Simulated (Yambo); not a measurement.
# BP (F-43m) in Yambo: further runs, part 2 of 2

Yambo 5.3.0. The steps go on from the part before.

### Step 3. Optical spectrum by the Bethe-Salpeter equation, PBEsol

The input, bse5.in:

```
optics
bse
bss
rim_cut
em1s
RandQpts= 1000000
RandGvec= 50 RL
Chimod= "HARTREE"
% BndsRnXs
 1 | 29 |
%
NGsBlkXs= 3 Ry
% LongDrXs
 1 | 0 | 0 |
%
BSKmod= "SEX"
BSEmod= "retarded"
BSSmod= "h"
% BSEQptR
 1 | 1 |
%
% BSEBands
 2 | 7 |
%
BSENGexx= 20 Ry
BSENGBlk= 3 Ry
% BEnRange
 0 | 20 | eV
%
% BDmRange
 0.1 | 0.1 | eV
%
BEnSteps= 200
% BLongDir
 1 | 0 | 0 |
%
BSEprop= "abs"
BSHayTrs= -0.02
```

The input, scf.in:

```
&CONTROL
  calculation = 'scf'
  prefix = 'pwscf'
  outdir = './tmp'
  pseudo_dir = './pseudo'
/
&SYSTEM
  ibrav = 0
  nat = 2
  ntyp = 2
  ecutwfc = 76
  nbnd = 9
  occupations = 'smearing'
  smearing = 'fd'
  degauss = 0.00367493
  force_symmorphic = .true.
/
&ELECTRONS
  conv_thr = 4d-10
  electron_maxstep = 120
  mixing_beta = 0.5
/
ATOMIC_SPECIES
P     30.9738 P.upf
B     10.8100 B.upf
CELL_PARAMETERS angstrom
   0.0000000000    2.2690000000    2.2690000000
   2.2690000000    0.0000000000    2.2690000000
   2.2690000000    2.2690000000    0.0000000000
ATOMIC_POSITIONS crystal
P      0.7500000000    0.7500000000    0.7500000000
B      0.0000000000    0.0000000000    0.0000000000
K_POINTS automatic
12 12 12 0 0 0
```

The input, nscf.in:

```
&CONTROL
  calculation = 'nscf'
  prefix = 'pwscf'
  outdir = './tmp'
  pseudo_dir = './pseudo'
/
&SYSTEM
  ibrav = 0
  nat = 2
  ntyp = 2
  ecutwfc = 76
  nbnd = 34
  occupations = 'fixed'
  force_symmorphic = .true.
/
&ELECTRONS
  conv_thr = 1d-08
  diago_full_acc = .true.
  diago_thr_init = 1d-06
/
ATOMIC_SPECIES
P     30.9738 P.upf
B     10.8100 B.upf
CELL_PARAMETERS angstrom
   0.0000000000    2.2690000000    2.2690000000
   2.2690000000    0.0000000000    2.2690000000
   2.2690000000    2.2690000000    0.0000000000
ATOMIC_POSITIONS crystal
P      0.7500000000    0.7500000000    0.7500000000
B      0.0000000000    0.0000000000    0.0000000000
K_POINTS automatic
12 12 12 0 0 0
```

Potentials or basis: PseudoDojo 0.4.1 SR PBEsol standard.

Started as:

```
$ OMP_NUM_THREADS=1 pw.x -in scf.in > scf.out
$ OMP_NUM_THREADS=1 pw.x -in nscf.in > nscf.out
$ cd tmp/pwscf.save; p2y; mv SAVE ../..; cd ../..
$ OMP_NUM_THREADS=1 yambo
$ mkdir -p bse5; ln -s $PWD/bse4/ndb.RIM bse5/
$ OMP_NUM_THREADS=1 yambo -F bse5.in -J bse5 -C bse5_out
```

Yambo's report:

```text
[... sections 02.01 to 02.04 as in the set-up run ...]

  [02.05] Energies & Occupations
  ==============================

  [X] === General ===
  [X] Electronic Temperature                        :  0.000000  0.000000 [eV K]
  [X] Bosonic    Temperature                        :  0.000000  0.000000 [eV K]
  [X] Finite Temperature mode                       : no
  [X] El. density                                   :  0.34242E+24 [cm-3]
  [X] Fermi Level                                   :  9.205411 [eV]

  [X] === Gaps and Widths ===
  [X] Conduction Band Min                           :  1.132597 [eV]
  [X] Valence Band Max                              :  0.000000 [eV]
  [X] Filled Bands                                  :   4
  [X] Empty Bands                                   :    5   34
  [X] Direct Gap                                    :  3.360068 [eV]
  [X] Direct Gap localized at k                     :  1
  [X] Indirect Gap                                  :  1.132597 [eV]
  [X] Indirect Gap between kpts                     :    1   40
  [X] Last valence band width                       :  5.533566 [eV]
  [X] 1st conduction band width                     :  4.103015 [eV]

 [03] Transferred momenta grid and indexing
 ==========================================

 [BZ sampling] Q-grid is User defined and/or read from the database

 IBZ Q-points                                      :   72
 BZ  Q-points                                      :  1728

 K/Q-points units:
 rlu = crystal or reduced units; cc = cartesian coordinates; iku = interal k-units

 Q [ 1]         [rlu]:  0.000000  0.000000  0.000000
 Q [ 2]         [rlu]: -0.26669E-17 -0.26669E-17  0.83333E-01
 Q [ 3]         [rlu]: -0.53337E-17 -0.53337E-17  0.16667
 Q [ 4]         [rlu]: -0.10617E-17 -0.10617E-17  0.25000
 Q [ 5]         [rlu]: -0.10667E-16 -0.10667E-16  0.33333
 Q [ 6]         [rlu]: -0.11459E-16 -0.11459E-16  0.41667
 Q [ 7]         [rlu]:  0.21235E-17  0.21235E-17 -0.50000
 Q [ 8]         [rlu]: -0.77522E-17  0.83333E-01  0.83333E-01
 Q [ 9]         [rlu]: -0.26669E-17  0.83333E-01  0.16667
 Q [10]         [rlu]: -0.53337E-17  0.83333E-01  0.25000
 Q [11]         [rlu]: -0.10617E-17  0.83333E-01  0.33333
 Q [12]         [rlu]: -0.18530E-17  0.83333E-01  0.41667
 Q [13]         [rlu]: -0.88348E-17  0.83333E-01  0.50000
 Q [14]         [rlu]:  0.96260E-17  0.83333E-01 -0.41667
 Q [15]         [rlu]:  0.51965E-16  0.83333E-01 -0.33333
[... 33 lines left out ...]
 Q [49]         [rlu]:  0.083333  0.250000  0.333333
 Q [50]         [rlu]:  0.083333  0.250000  0.416667

 Remaining 22 points informations can be written running with -fatlog

  [03.01] X + BSE indexes
  =======================

   [03.01.01] Sigma indexes
   ========================

   [WR./SAVE//ndb.kindx]-----------------------------------------------------------
    Fragmentation                                    : no
    Polarization last K ( bz)                        :  1728
    Polarization last K (ibz)                        :   72
    QP states                                        :    1   72
    X grid is uniform                                : yes
    Grids (string)                                   :  X B S
    Grids (int-vector)                               :  1  1  0  1

 [04] Coloumb potential Random Integration (RIM)
 ===============================================

 Summary of Coulomb integrals for non-metallic bands |Q|[au] RIM/Bare

 Q [1] 0.100000E-4 0.995988 * Q [2] 0.105754 1.066317
[... 81 lines left out ...]
  Global Gauge                                     : length
  X matrix size                                    :  27
  X band range                                     :   1  29
  X e/h energy range                               : -1.000000 -1.000000 [eV]
  X Time ordering                                  : T
  X Hxc Kernel                                     : HARTREE
  X Drude frequency                                :  0.000000  0.000000
  X poles                                          :  100.0000 [o/o]
  RL vectors in the sum                            :  2421
  [r,Vnl] included                                 : yes
  Field direction                                  :  0.100000E-4   0.00000      0.00000
  BZ energy Double Grid                            : no
  BZ energy DbGd points                            : 0
  BZ Q point size factor                           : -1.000000
  X Optical Averaged directions                    : none
 [X-CG] R(p) Tot o/o(of R):    6357  172800     100
 [WR./bse5//ndb.em1s_fragment_1]-------------------------------------------------
  Current Q-pt index                               :  1
  X energy range                                   :  0.000000  0.000000 eV
  X damping range                                  :  0.001000  0.001000 eV
  Number of frequencies                            :  1
 [X-CG] R(p) Tot o/o(of R):   28933  172800     100
 [WR./bse5//ndb.em1s_fragment_2]-------------------------------------------------
  Current Q-pt index                               :  2
  X energy range                                   :  0.000000  0.000000 eV
  X damping range                                  :  0.001000  0.001000 eV
  Number of frequencies                            :  1
 [X-CG] R(p) Tot o/o(of R):   28915  172800     100
 [X-CG] R(p) Tot o/o(of R):   28393  172800     100
 [X-CG] R(p) Tot o/o(of R):   28877  172800     100
 [X-CG] R(p) Tot o/o(of R):   29081  172800     100
 [X-CG] R(p) Tot o/o(of R):   15222  172800     100
 [X-CG] R(p) Tot o/o(of R):   24057  172800     100
[... 62 lines left out ...]
 [X-CG] R(p) Tot o/o(of R):   34516  172800     100
 [X-CG] R(p) Tot o/o(of R):   21741  172800     100

 [07] Bethe Salpeter Equation driver
 ===================================

  [07.01] Bethe Salpeter Equation @q1
  ===================================

   [07.01.01] Transition pre-analysis @q1
   ======================================

   [07.01.02] Transition Groups build-up @q1
   =========================================

   [BSK] Transition groups (total):   72
   [BSK] Size (resonant):  15552
   [BSK]         (total):  15552
   [BSK] N. of matrices :  1

   [07.01.03] Loading Dipoles @q1
   ==============================

   [07.01.04] Independent Particles properties @q1
   ===============================================

   [07.01.05] BSE Kernel @q1 (Resonant CORRRELATION EXCHANGE)
   ==========================================================

   [BSE] Exchange components :  283
   [BSE] Correlation components :   27  229

    [07.01.05.01] Screened interaction header I/O
    =============================================

    [07.01.05.02] Main kernel loop
    ==============================

    [WR./bse5//ndb.BS_Q1_CPU_0]-----------------------------------------------------
     Brillouin Zone Q/K grids (IBZ/BZ)                :    72  1728    72  1728
     RL vectors                                       :  2421 [WF]
     Coulomb cutoff potential                         : none
     Parallel CPUs
     Parallel Roles
     Fragmentation                                    : no
     BS kernel          wavefunctions                 : Perdew, Burke & Ernzerhof SOL(X)+Perdew, Burke & Ernzerhof SOL(C)
     Static diel. fun.  energies                      : Perdew, Burke & Ernzerhof SOL(X)+Perdew, Burke & Ernzerhof SOL(C)
     wavefunctions                                    : Perdew, Burke & Ernzerhof SOL(X)+Perdew, Burke & Ernzerhof SOL(C)
     [K] Identifier                                   :   841
     [K] Dimension                                    :  15552
     [K] Bands                                        :   2   7
     [K] Exchange                                     : yes [res]
     [K] Correlation                                  : yes [res]
     [K] Kernel`s coupling                            : no
     [K] Exchange                                     : no [cpl]
     [K] Correlation                                  : no [cpl]
     [K] W interaction is bare                        : no
     [K] ALDA kernel in R-space                       : no
     [K] RL vectors                                   :  283 [exchange]
     [K] RL vectors                                   :  27 [correlation]
     [K] E/h energy range                             : -1.000000 -1.000000 [eV]
     [K] Coupling range                               :  100.0000  100.0000 [o/o]
     [W] Interaction is diagonal                      : no
     [W] Matrix size                                  :  27
     [W] Bands                                        :   1  29
     [W] e/h energy range                             : -1.000000 -1.000000 [eV]
     [W] Poles                                        :  100.0000 [o/o]
     [W] RL vectors in the sum                        :  2421
     [W] [r,Vnl] included                             : yes
     [W] Field direction                              :  0.100000E-4   0.00000      0.00000
     [W] Coulomb Cutoff                               : none
     [W] Hxc Kernel                                   : HARTREE
     [RIM] RL components                              :   51 [col]
     [RIM] Random points                              :  1000000 [col]
     [SOC] Perturbative SOC                           : no
     [K] Kernel long-range exchange                   : BAR

    [07.01.05.03] Wave-Function Phases
    ==================================

    [BSE] WF phases found       :  84.01331 [o/o]

   [07.01.06] BSE solver(s) @q1
   ============================

   [07.01.07] Haydock Solver in the optics basis @q1 using the hermitian scheme
   ============================================================================

   Accuracy (requested)      : -0.020000 [o/o]
   Accuracy (reached)        :  0.019967 [o/o]
   Iterations                :  141
```

It took 24 min on 1 thread of Arm Neoverse V2, shared host; peak memory 2.3 GiB.

What came out:

| Item | Value |
| --- | --- |
| Band gap on the k mesh, mean-field level | 1.13 eV, indirect (least direct gap 3.36 eV) |
| Absorption peak | 5.23 eV |

Dielectric function (along the field direction of the input):
| energy (eV) | real part | imaginary part |
| --- | --- | --- |
| 0.30 | 10.51 | 0.02 |
| 0.80 | 10.73 | 0.07 |
| 1.31 | 11.19 | 0.12 |
| 1.81 | 11.98 | 0.20 |
| 2.31 | 13.30 | 0.35 |
| 2.81 | 15.77 | 0.74 |
| 3.32 | 19.51 | 3.73 |
| 3.82 | 16.77 | 9.18 |
| 4.32 | 24.15 | 14.50 |
| 4.82 | 20.67 | 27.07 |
| 5.33 | -16.29 | 39.27 |
| 5.83 | -10.07 | 8.92 |
| 6.33 | -7.23 | 15.05 |
| 6.83 | -9.08 | 7.24 |
| 7.34 | -8.18 | 4.66 |
| 7.84 | -5.11 | 2.29 |
| 8.34 | -4.76 | 2.73 |
| 8.84 | -3.00 | 3.69 |
| 9.35 | -4.08 | 2.92 |
| 9.85 | -4.06 | 1.76 |
| 10.35 | -3.28 | 1.02 |
| 10.85 | -2.43 | 0.66 |
| 11.36 | -2.13 | 0.72 |
| 11.86 | -1.80 | 0.79 |
| 12.36 | -1.72 | 0.51 |
| 12.86 | -1.52 | 0.44 |
| 13.37 | -1.27 | 0.26 |
| 13.87 | -0.97 | 0.41 |
| 14.37 | -0.93 | 0.22 |
| 14.87 | -0.67 | 0.12 |
| 15.38 | -0.60 | 0.09 |
| 15.88 | -0.44 | 0.06 |
| 16.38 | -0.34 | 0.07 |
| 16.88 | -0.24 | 0.03 |
| 17.39 | -0.16 | 0.04 |
| 17.89 | -0.08 | 0.02 |
| 18.39 | 0.00 | 0.01 |
| 18.89 | 0.07 | 0.01 |
| 19.40 | 0.12 | 0.02 |
| 20.00 | 0.18 | 0.01 |

Caveat: the transitions start from uncorrected Kohn-Sham levels, so peaks lie too low; exciton energies and binding change strongly with the k mesh and aren't converged on this one; the mesh is thin for optics, so peaks and dielectric constants aren't converged.
